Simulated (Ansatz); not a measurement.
# 4-layer 2H-MoS2 (2H stacking) in a perpendicular field, part 2 of 2

Aim: how the 4-layer 2H-MoS2 (2H stacking) screens a field along its normal, and what the field does to its bands. A positive field points along +c.

Ansatz 0.2.0; plane-wave DFT, PBE-D3(BJ), Ansatz PAW.

So far. Step 2 (Relaxation): The lattice constant a goes from 3.180 to 3.151 Å.

**3. Single point, field 0, start network**

A sawtooth potential applies the field, turning back in the middle of the vacuum. With the dipole correction the typed value is the field outside the slab. The induced dipole is small, so the SCF threshold is tight.

The cell differs from the one that the last finished run ended in (c 75.150 → 39.288 Å).

input.yaml

```yaml
crystal:
  lattice:
    - [3.1505288164, 0.0, 0.0]
    - [-1.5752644082, 2.7284379904, 0.0]
    - [0.0, 0.0, 39.2878490285]
  atoms:
    - { symbol: S, position: [0.3333333333, 0.6666666667, 0.2290784612] }
    - { symbol: Mo, position: [0.0, 0.0, 0.2689869336] }
    - { symbol: S, position: [0.3333333333, 0.6666666667, 0.3088545533] }
    - { symbol: S, position: [0.0, 0.0, 0.3831913225] }
    - { symbol: Mo, position: [0.3333333333, 0.6666666667, 0.4230396705] }
    - { symbol: S, position: [0.0, 0.0, 0.4628871022] }
    - { symbol: S, position: [0.3333333333, 0.6666666667, 0.5371128978] }
    - { symbol: Mo, position: [0.0, 0.0, 0.5769603295] }
    - { symbol: S, position: [0.3333333333, 0.6666666667, 0.6168086775] }
    - { symbol: S, position: [0.0, 0.0, 0.6911454467] }
    - { symbol: Mo, position: [0.3333333333, 0.6666666667, 0.7310130664] }
    - { symbol: S, position: [0.0, 0.0, 0.7709215388] }
kpoints:
  mp_grid: { grid: [18, 18, 1] }
  band_path:
    path: [[0, 0, 0], [0.5, 0, 0], [0.33333333, 0.33333333, 0], [0, 0, 0]]
    npoints: 16
hamiltonian:
  xc: pbe
  dispersion: d3bj
scf:
  occupations: { method: fermi_dirac, width: 0.02585 }
  convergence: { dr2_threshold: 1.0e-10 }
efield:
  axis: 3
  dipole_correction: true
  ramp_position: 0.97
  ramp_width: 0.06
  amplitude: 0
output:
  dos: { projected: true, e_range: [-6, 5] }
  write_potential: true
  write_density: true
  volumetric_format: npy
  elf: true
```

Started as:

```console
$ ansatz run input.yaml --threads 4 --pin off --max-ram 8192MiB --backend cpu --events-out ev --progress --plain --runs-dir out
```

Numbers of over 12 decimals in the logs are rounded to 6 here.

Log:

```text
[...]
Crystal: 12 atoms, lattice volume = 337.719 Å³
Basis set: ecut = 420 eV, 6539 PW (Γ)
Bands: 64, of which v1, the nominal top of the filled ones, is band 52 counted from 1 (51 counted from 0)
Symmetry: 6 space group operations
k-points: 37 of 324 (time reversal used)
[...]
SCF iter   1: F=—  HF=-27055.877767 eV  |F-HF|=—  |Δ(HF+E_count)|=         —  Δρ=4.62e-3  dr2=1.21e-1  ethr=1.77e-3  p=0.000 e·Å  D=1.43e-13 V/Å  ΔV_dip=-0.00 eV  dr2_dipole=2.92e-9  V_vac-E_F(+/−)=4.69/4.69 eV  ⟨swp⟩=8.2  Hψ=11235  notcnv=0  defer=1
efield: sawtooth ramp at fractional position 0.9700 (set: `efield.ramp_position`, or a place that a band, a saddle search or an elastic batch's reference lends), width 0.0600; the density the first Hamiltonian is built on has a dipole p = 0.000 e·Å; the dipole correction subtracts the counter field D = 1.43e-13 V/Å, which shifts the + side's vacuum level by -0.00 eV against the − side's; the planar-averaged density in the ramp window peaks in size at 2.5e-5 e/Å³
[...]
SCF iter   2: F=—  HF=-27055.887800 eV  |F-HF|=—  |Δ(HF+E_count)|=   1.00e-2  Δρ=2.63e-3  dr2=1.51e-2  ethr=1.16e-4  p=-0.000 e·Å  D=-4.01e-6 V/Å  ΔV_dip=0.00 eV  dr2_dipole=3.52e-9  V_vac-E_F(+/−)=4.91/4.91 eV  ⟨swp⟩=2.9  Hψ=3754  notcnv=0  defer=155
[...]
SCF iter  13: F=-27055.896519 eV  HF=-27055.896519 eV  |F-HF|=1.82e-11  |Δ(HF+E_count)|=  8.73e-11  Δρ=7.84e-8  dr2=4.64e-11  ethr=1.00e-12  p=-0.000 e·Å  D=-2.74e-9 V/Å  ΔV_dip=0.00 eV  dr2_dipole=4.64e-15  V_vac-E_F(+/−)=4.82/4.82 eV  ⟨swp⟩=8.2  Hψ=7797  notcnv=0
SCF 1 converged in 13 iterations: F = -27055.896519 eV  dr2 = 4.64e-11
[...]
NSCF: frozen V_eff on 49 k-points
efield: sawtooth ramp at fractional position 0.9700 (kept from the solve that this one continues, or follows in the run), width 0.0600; the density the first Hamiltonian is built on has a dipole p = -0.000 e·Å; the dipole correction subtracts the counter field D = -2.74e-9 V/Å, which shifts the + side's vacuum level by +0.00 eV against the − side's; the planar-averaged density in the ramp window peaks in size at 3.5e-7 e/Å³
[...]
SCF converged after 13 iterations
Free energy (F): -27055.896519 eV
[...]
Internal energy: -27055.896519 eV  (E = F + TS)
E sigma→0 (E₀):  -27055.896519 eV
Fermi energy:    5.424570 eV
Dipole field:    D = 0.000000 V/Å  (p = 0.000000 e·Å, saw-weighted, corrected)
Work function:   Φ+ = 4.8228 eV   Φ− = 4.8228 eV
Levels:          The Fermi level and band energies are counted from a zero that moves with the ramp; work functions are not
[...]
--- Band table (eV; the first three rows and the last of 37) ---
  k-point 0: bands = [... 48 lower, 3.9346, 4.4753, 4.8052, 4.9912, 7.1294, 7.1294, 7.1380, 7.1380, ... 8 higher]
  k-point 1: bands = [... 48 lower, 3.9392, 4.4539, 4.7429, 4.9002, 7.0787, 7.0855, 7.0965, 7.0995, ... 8 higher]
  k-point 2: bands = [... 48 lower, 3.9286, 4.3426, 4.5341, 4.6263, 6.9269, 6.9443, 6.9542, 6.9678, ... 8 higher]
  k-point 36: bands = [... 48 lower, 4.2250, 4.2768, 4.3400, 4.3882, 6.1029, 6.1029, 6.1140, 6.1140, ... 8 higher]
```

Elapsed: 79 s, on 4 threads of Intel Xeon at 2.50GHz (Skylake/Cascade Lake), shared host; peak memory 1.4 GiB; 4.7 min of CPU time.

In the SCF lines HF is the Harris–Foulkes energy and dr2 the Hartree energy of the density residual, in eV; the loop may stop once dr2 is under the threshold and the program's other checks hold. Hψ counts applications of the Hamiltonian.

This step gave:

```yaml
dipole_along_the_normal: 1.26e-7 e·Å
gap_along_the_path: 0.9188 eV
smallest_direct_gap_along_the_path: 1.715 eV
ionisation_energy_upper_face: 5.256 eV
electron_affinity_upper_face: 4.337 eV
gap_the_smaller_of_path_and_mesh: 0.9188 eV
```

Running mean over a fixed 2.8 Å (it still follows the layers) of the planar mean; the ramp of the sawtooth is left out. Electron's electrostatic potential energy less the Fermi level against z:

```csv
z (Å),electron's electrostatic potential energy less the Fermi level (eV)
4,4.82
5,4.82
6,4.79
7,3.96
8,-0.535
9,-6.19
10,-11.9
11,-11.9
12,-7.38
13,-1.91
14,-1.57
15,-5.83
16,-11.9
17,-11.9
18,-7.82
19,-2.05
20,-1.53
21,-5.48
22,-11.8
23,-11.9
24,-8.22
25,-2.16
26,-1.46
27,-5.09
28,-11.7
29,-11.9
30,-8.61
31,-1.84
32,2.93
33,4.73
34,4.82
35,4.82
```

The density of states has structure finer than the step of the table below, so its rows give means over 0.2 eV, whole bins alone (the curve runs from -6 to 1.55 eV). Peaks (eV: height): -4.73: 20.0, -4.21: 21.9, -4.13: 18.8, -3.11: 19.5, -1.89: 22.7, 1.22: 25.8, 1.50: 19.2.

Table of density of states by energy, zero at the Fermi level of the run, which the smearing sets inside the gap; means over each step:

energy (eV), density of states (states/eV a cell) and a bar:
```
     -5.8        5.4 #########
     -5.6        3.4 ######
     -5.4        5.5 ##########
     -5.2        9.1 ################
     -5.0       13.2 #######################
     -4.8       13.0 #######################
     -4.6        8.9 ###############
     -4.4       10.7 ###################
     -4.2       17.3 ##############################
     -4.0        9.7 #################
     -3.8        6.5 ###########
     -3.6        6.8 ############
     -3.4        7.2 ############
     -3.2       10.6 ##################
     -3.0       16.4 ############################
     -2.8       12.0 #####################
     -2.6        9.2 ################
     -2.4       10.3 ##################
     -2.2        7.0 ############
     -2.0        9.2 ################
     -1.8       14.7 #########################
     -1.6        9.3 ################
     -1.4        5.5 ##########
     -1.2        2.9 #####
     -1.0        1.1 ##
     -0.8        0.6 #
     -0.6        0.4 #
     -0.4        0.1 
     -0.2        0.0 
      0.0        0.0 
      0.2        0.0 
      0.4        0.1 
      0.6        1.7 ###
      0.8        6.6 ###########
      1.0        9.6 #################
      1.2       17.1 ##############################
      1.4       15.6 ###########################
```

Projected DOS per atom over height of the atomic layer and energy from the Fermi level. Layers: S Mo S S Mo S S Mo S S Mo S from below.

Ten even steps from '_' (0.00 states/eV) to '@' (2.82 states/eV), each cell a mean:
```
--@@::::@@::::@@::::@@--
..**....**....**....**..
__..____::____::____..__
________________________
________________________
________________________
________________________
________________________
__--____--____--____--__
::**..::**....**::..**::
::--::..--....--..::--::
--..----..----..----..--
--::----::----::----::--
==--================--==
..::....::....::....::..
..::....::....::....::..
--==----==----==----==--
--::::::--::::--::::::--
------------------------
--------::----::--------
........................
........................
```
Columns: height of the atomic layer (Å) from 9 to 30.3 (not evenly spaced); rows upwards: energy from the Fermi level (eV) from -5.96 to 1.51.

The electronic bands at the labelled points (eV, zero at the Fermi level of the run, which the smearing sets inside the gap):

```csv
point,band 49,band 50,band 51,band 52,band 53,band 54,band 55,band 56
Γ,-1.49,-0.95,-0.62,-0.43,1.70,1.70,1.71,1.71
halfway,-1.93,-1.85,-1.82,-1.82,0.84,1.01,1.19,1.24
M,-1.84,-1.79,-1.74,-1.72,1.23,1.25,1.27,1.28
halfway,-1.51,-1.44,-1.38,-1.33,1.08,1.12,1.16,1.19
K,-1.20,-1.15,-1.08,-1.04,0.68,0.68,0.69,0.69
halfway,-1.93,-1.91,-1.90,-1.90,0.49,0.68,0.92,1.15
Γ,-1.49,-0.95,-0.62,-0.43,1.70,1.70,1.71,1.71
```

Valence density in the ca plane at fractional y = 0.667, with atoms of S and Mo within 0.2 Å of it. It is the smooth field of the valence electrons, not physical close to the nuclei.

Values in e/Å³, 5 rows by 16 columns, each cell a mean:
```
0.0 0.0 0.0 0.0 0.0 0.0 0.1 0.2 0.6 0.5 0.2 0.1 0.2 0.5 0.3 0.3
0.0 0.0 0.0 0.0 0.0 0.0 0.1 0.5 0.5 0.5 0.5 0.1 0.1 0.4 0.6 0.5
0.0 0.0 0.0 0.0 0.0 0.0 0.5 0.9 0.5 0.5 0.9 0.5 0.1 0.2 3.0 2.8
0.0 0.0 0.0 0.0 0.0 0.0 0.6 0.8 0.6 0.6 0.8 0.6 0.1 0.2 3.9 3.7
0.0 0.0 0.0 0.0 0.0 0.0 0.2 0.7 0.5 0.5 0.7 0.2 0.1 0.3 1.1 1.0
```
Columns run along c (16.0 Å, from fractional 0.05 to 0.45 of the cell), rows up along a (3.2 Å). Atoms in or near the plane, at fractional coordinates: S at (0.23, 0.33), S at (0.31, 0.33), Mo at (0.42, 0.33).

Electrostatic potential energy in the ca plane at fractional y = 0.667, with atoms of S and Mo within 0.2 Å of it. With pseudopotentials it is smooth inside the atoms' cores, unlike the true potential.

Values in eV, 5 rows by 16 columns, each cell a mean:
```
 10  10  10  10  10  10   9   6  -7  -6   6   9   7  -2   4   4
 10  10  10  10  10  10   7   0  -2  -2   0   7   8   2  -4  -3
 10  10  10  10  10  10  -2 -28  -2  -2 -28  -1   9   5 -30 -28
 10  10  10  10  10  10  -6 -30  -3  -4 -30  -4   9   5 -33 -32
 10  10  10  10  10  10   5 -10  -1  -1 -10   5   8   4 -13 -12
```
Columns run along c (16.0 Å, from fractional 0.05 to 0.45 of the cell; values clipped at the 3rd and 97th percentile), rows up along a (3.2 Å). Atoms in or near the plane, at fractional coordinates: S at (0.23, 0.33), S at (0.31, 0.33), Mo at (0.42, 0.33).

ELF in the ca plane at fractional y = 0.667, with atoms of S and Mo within 0.2 Å of it. It is the smooth field of the valence electrons, not physical close to the nuclei.

Ten even steps from '0' (0.00) to '9' (0.93), each cell a mean:
```
00000000000000000112331243123320026787642236
00000000000000000012221243122210026888742236
00000000000000013567774222367764103677522224
00000000000000247998887412688898301244246752
00000000000001368996147523762399610012376674
00000000000001369995147523761299710012376575
00000000000000257998787412687799400233247762
00000000000000013678875222368875103566423323
```
Columns run along c (16.0 Å, from fractional 0.05 to 0.45 of the cell), rows up along a (3.2 Å). Atoms in or near the plane, at fractional coordinates: S at (0.23, 0.33), S at (0.31, 0.33), Mo at (0.42, 0.33).

The gap is 0.92 eV, with the valence edge 5.26 eV and the conduction edge 4.34 eV under the upper vacuum level.

**4. Single point, field 0.1 V/Å**

input.yaml: that of step 3 with these lines changed.

```diff
@@ -32,7 +32,6 @@
   dipole_correction: true
-  ramp_position: 0.97
-  ramp_width: 0.06
-  amplitude: 0
+  ramp_position: 0.9682
+  ramp_width: 0.0636
+  amplitude: 0.1
 output:
-  dos: { projected: true, e_range: [-6, 5] }
   write_potential: true
@@ -40,2 +39 @@
   volumetric_format: npy
-  elf: true
```

Log:

```text
[...]
Crystal: 12 atoms, lattice volume = 337.719 Å³
Basis set: ecut = 420 eV, 6539 PW (Γ)
Bands: 64, of which v1, the nominal top of the filled ones, is band 52 counted from 1 (51 counted from 0)
Symmetry: 6 space group operations
k-points: 37 of 324 (time reversal used)
[...]
k-point 0: bands = [... 48 lower, 3.9349, 4.4699, 4.7993, 5.0121, 7.0302, 7.0302, 7.0959, 7.0959, ... 8 higher]
  k-point 1: bands = [... 48 lower, 3.9438, 4.4467, 4.7357, 4.9243, 6.9674, 7.0406, 7.1039, 7.1241, ... 8 higher]
  k-point 2: bands = [... 48 lower, 3.9409, 4.3293, 4.5225, 4.6626, 6.8212, 6.8580, 6.9363, 7.0146, ... 8 higher]
  k-point 36: bands = [... 48 lower, 4.1593, 4.2559, 4.3468, 4.4670, 5.9859, 6.0603, 6.1451, 6.2415, ... 8 higher]
[key lines of the parts left out:]
SCF converged after 16 iterations
Free energy (F): -27055.901440 eV
Fermi energy:    5.421799 eV
Dipole field:    D = 0.052734 V/Å  (p = 0.098420 e·Å, saw-weighted, corrected)
```

Elapsed: 85 s, on 4 threads; peak memory 1.3 GiB; 5.1 min of CPU time.

The dipole is 0.0984 e·Å, and the gap 0.872 eV.

**5. Single point, field -0.1 V/Å**

input.yaml: that of step 4 with these lines changed.

```diff
@@ -34,3 +34,3 @@
   ramp_width: 0.0636
-  amplitude: 0.1
+  amplitude: -0.1
 output:
```

Log:

```text
[...]
Crystal: 12 atoms, lattice volume = 337.719 Å³
Basis set: ecut = 420 eV, 6539 PW (Γ)
Bands: 64, of which v1, the nominal top of the filled ones, is band 52 counted from 1 (51 counted from 0)
Symmetry: 6 space group operations
k-points: 37 of 324 (time reversal used)
[...]
k-point 0: bands = [... 48 lower, 3.9349, 4.4699, 4.7993, 5.0121, 7.0302, 7.0302, 7.0959, 7.0959, ... 8 higher]
  k-point 1: bands = [... 48 lower, 3.9438, 4.4467, 4.7357, 4.9243, 6.9674, 7.0406, 7.1039, 7.1241, ... 8 higher]
  k-point 2: bands = [... 48 lower, 3.9409, 4.3293, 4.5225, 4.6626, 6.8212, 6.8580, 6.9363, 7.0146, ... 8 higher]
  k-point 36: bands = [... 48 lower, 4.1593, 4.2559, 4.3468, 4.4670, 5.9859, 6.0603, 6.1451, 6.2415, ... 8 higher]
[key lines of the parts left out:]
SCF converged after 17 iterations
Free energy (F): -27055.901440 eV
Fermi energy:    5.421800 eV
Dipole field:    D = -0.052733 V/Å  (p = -0.098418 e·Å, saw-weighted, corrected)
```

The job ended after 90 s (4 threads; peak memory 1.3 GiB; 5.6 min of CPU time).

The dipole is -0.0984 e·Å, and the gap 0.872 eV.

**6. Atoms held, field 0.2 V/Å**

input.yaml: that of step 5 with these lines changed.

```diff
@@ -34,3 +34,3 @@
   ramp_width: 0.0636
-  amplitude: -0.1
+  amplitude: 0.2
 output:
```

Log:

```text
[...]
Crystal: 12 atoms, lattice volume = 337.719 Å³
Basis set: ecut = 420 eV, 6539 PW (Γ)
Bands: 64, of which v1, the nominal top of the filled ones, is band 52 counted from 1 (51 counted from 0)
Symmetry: 6 space group operations
k-points: 37 of 324 (time reversal used)
[...]
k-point 0: bands = [... 48 lower, 3.9359, 4.4546, 4.7907, 5.0648, 6.9034, 6.9034, 7.0470, 7.0470, ... 8 higher]
  k-point 1: bands = [... 48 lower, 3.9571, 4.4268, 4.7266, 4.9823, 6.8384, 6.9837, 6.9886, 7.0232, ... 8 higher]
  k-point 2: bands = [... 48 lower, 3.9716, 4.2962, 4.5167, 4.7365, 6.6875, 6.7501, 6.9076, 6.9106, ... 8 higher]
  k-point 36: bands = [... 48 lower, 4.0449, 4.2134, 4.3838, 4.5842, 5.8576, 6.0173, 6.1867, 6.3685, ... 8 higher]
[key lines of the parts left out:]
SCF converged after 16 iterations
Free energy (F): -27055.916204 eV
Fermi energy:    5.414647 eV
Dipole field:    D = 0.105481 V/Å  (p = 0.196864 e·Å, saw-weighted, corrected)
```

Elapsed: 80 s, on 4 threads; peak memory 1.3 GiB.

The dipole is 0.197 e·Å, and the gap 0.752 eV.

**7. Single point, field 0.3 V/Å**

input.yaml: that of step 6 with these lines changed.

```diff
@@ -32,5 +32,5 @@
   dipole_correction: true
-  ramp_position: 0.9682
-  ramp_width: 0.0636
-  amplitude: 0.2
+  ramp_position: 0.9664
+  ramp_width: 0.0673
+  amplitude: 0.3
 output:
```

Log:

```text
[...]
Crystal: 12 atoms, lattice volume = 337.719 Å³
Basis set: ecut = 420 eV, 6539 PW (Γ)
Bands: 64, of which v1, the nominal top of the filled ones, is band 52 counted from 1 (51 counted from 0)
Symmetry: 6 space group operations
k-points: 37 of 324 (time reversal used)
[...]
k-point 0: bands = [... 48 lower, 3.9380, 4.4320, 4.7894, 5.1354, 6.7752, 6.7752, 6.9750, 6.9750, ... 8 higher]
  k-point 1: bands = [... 48 lower, 3.9768, 4.3991, 4.7270, 5.0575, 6.7084, 6.8578, 6.8809, 6.9349, ... 8 higher]
  k-point 2: bands = [... 48 lower, 4.0073, 4.2598, 4.5267, 4.8241, 6.5516, 6.6359, 6.7878, 6.8744, ... 8 higher]
  k-point 36: bands = [... 48 lower, 3.9214, 4.1695, 4.4235, 4.7060, 5.7290, 5.9737, 6.2274, 6.4943, ... 8 higher]
[key lines of the parts left out:]
SCF converged after 15 iterations
Free energy (F): -27055.940815 eV
Fermi energy:    5.403845 eV
Dipole field:    D = 0.158257 V/Å  (p = 0.295364 e·Å, saw-weighted, corrected)
```

Run time: 83 s. Hardware: 4 threads; peak memory 1.3 GiB.

The dipole is 0.295 e·Å, and the gap 0.592 eV.

**8. Response, atoms held**

This step: plane-wave DFT, PBE-D3(BJ), Ansatz PAW; response to a field along the normal, atoms held (Ansatz 0.2.0).

The dipoles give the slope, and the difference of two potentials shows where the field is screened.

Numbers from this step:

```
equivalent conductor thickness p/(ε₀AE) : 20.72 Å
distance between the outer atoms        : 21.29 Å
```

The dipole of the cell by applied field:

```csv
applied field (V/Å),dipole of the cell (e·Å)
-0.100,-0.0984
0.000,0
0.100,0.0984
0.200,0.197
0.300,0.295
```

Local field over the applied field, running mean. From the potentials at -0.1 and 0.1 V/Å; running mean over 2.8 Å. The local field over applied field by z:

```csv
z (Å),local field over applied field
5,0.996
6,0.965
7,0.802
8,0.493
9,0.194
10,0.0554
11,0.0455
12,0.123
13,0.238
14,0.249
15,0.148
16,0.0511
17,0.0414
18,0.116
19,0.233
20,0.250
21,0.153
22,0.0535
23,0.0399
24,0.110
25,0.231
26,0.253
27,0.161
28,0.0587
29,0.0427
30,0.134
31,0.398
32,0.720
33,0.939
34,0.992
```

The induced electron density oscillates, so the rows of the table below give means over windows of 3.06 Å about each position, cut where the curve ends. Its maxima inside the range that stand out by 2 % of the span (Å: e/Å³ per V/Å): 8.0: 0.00365, 9.2: 0.00107, 11.2: 3.4e-4, 14.3: 0.00209, 17.3: 3.2e-4, 20.2: 0.00206, 23.3: 3.2e-4, 26.3: 0.00210, 29.4: 4.8e-4, 30.4: -8.8e-4. Its minima: 8.9: 8.8e-4, 9.9: -4.8e-4, 13.0: -0.00210, 16.0: -3.2e-4, 19.1: -0.00206, 22.0: -3.2e-4, 25.0: -0.00209, 28.1: -3.4e-4, 30.1: -0.00107, 31.3: -0.00365.

Electrons, planar mean, per unit field. Induced electron density against z; means over each step:

z (Å), induced electron density (e/Å³ per V/Å) and a bar from the least value:
```
     5.60    0.00021 ###############
     8.66    0.00150 ##############################
    11.72   -0.00059 ######
    14.78    0.00060 ####################
    17.84   -0.00063 ######
    20.90    0.00062 ####################
    23.96   -0.00065 ######
    27.02    0.00064 ####################
    30.08   -0.00114 
    33.14   -0.00057 ######
```

The smaller of the gaps on the path and on the k-mesh, counted as 0 under 0.03 eV. The gap by applied field:

```csv
applied field (V/Å),gap (eV)
-0.100,0.872
0.000,0.919
0.100,0.872
0.200,0.752
0.300,0.592
```

By hand: between -0.1 and 0.1 V/Å the dipole changes by 0.1968 e·Å, a slope of 0.9842 e·Å²/V. A perfect conductor of thickness t has p = ε₀AEt, so t = 180.95 × 0.9842 / 8.596 = 20.72 Å (e/ε₀ = 180.95 V·Å, A in Å²).

The induced dipole is that of a conductor 20.72 Å thick.

**9. Summary of results**

* gap without field: 0.919 eV
* ionisation energy, upper face: 5.26 eV
* electron affinity, upper face: 4.34 eV
* equivalent conductor thickness, atoms held: 20.7 Å

In words: The induced dipole equals that of a perfect conductor 20.72 Å thick, while the outer atoms lie 21.29 Å apart; an out-of-plane ε follows only once a thickness t is chosen, by 1 − 1/ε = 20.72 Å / t. The gap goes from 0.92 eV to 0.59 eV at 0.3 V/Å. Semilocal functionals give gaps that are too small, and excitons are not included. Spin-orbit coupling is left out, which matters for the bands of elements this heavy.

[Logs are printed without paths, hosts, clocks, repeated set-up lines and the standing remarks that a program may print on its own settings, such as how far it seeks lower states.]

[Hosts, paths, dates, database ids (printed as entryN), source tags and the programs' standing remarks are cut or masked in the printed files.]

[Maps of the electrostatic potential energy from Ansatz leave out the sawtooth potential of an applied field or a dipole correction, so their vacuum need not be flat; planar profiles and work functions include it.]

[The density of states shown here was stored with 400 of the rows of the run's finer table, so its peaks can read low, often by over a quarter, or be missed, and its means over a window can be off by a tenth or more.]
